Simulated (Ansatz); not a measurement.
# ZnSe: a prediction, then the measurements

All numbers below come from Ansatz 0.2.0, DFT PBE, scalar-relativistic, plane waves, PAW.

Plane waves to 420 eV, a k mesh through Γ of 8×8×8 on the computed 2-atom cell and Gaussian smearing (0.02 eV); no spin polarisation.

Relaxed structure:

```
Zn Se
1.0
     0.00000    2.86614    2.86614
     2.86614    0.00000    2.86614
     2.86614    2.86614    0.00000
Zn Se
1 1
Direct
  0.00000 0.00000 0.00000
  0.75000 0.75000 0.75000
```

```json
{
 "Space group": "F-43m (No. 216)",
 "Volume per atom": "158.9 bohr³",
 "Formation energy from the elements' standard states (uncorrected)": "-0.713 eV/atom",
 "Kohn–Sham band gap": "1.15 eV",
 "Orbital (Löwdin) character of the top 1 eV of the valence band": "Se 4p 90 %",
 "Orbital (Löwdin) character of the lowest 1 eV of the conduction band": "Zn 4s 56 %, Se 4p 21 %, Se 4s 20 %",
 "Bader charge by site (e)": "Zn (1 in the cell) 0.75, Se (1 in the cell) -0.75"
}
```

**Against measurements.**

A measured lattice constant a of ZnSe is 5.6686 Å (300 K; a printed reference work (textbook)); the calculated 5.732 Å exceeds it by 1.1 %. The calculation is for 0 K without zero-point motion. Against the measured band gap of ZnSe, 2.67 eV (direct; 300 K; a printed reference work (monograph)), the calculated 1.15 eV is off by -1.52 eV. Kohn–Sham gaps of semilocal functionals fall short of measured ones as a rule.

The cell was reached from a generator's guess, though it ends in a space group that the Crystallography Open Database lists for this formula. Löwdin shares on free-atom orbitals overweight diffuse shells in the empty bands.
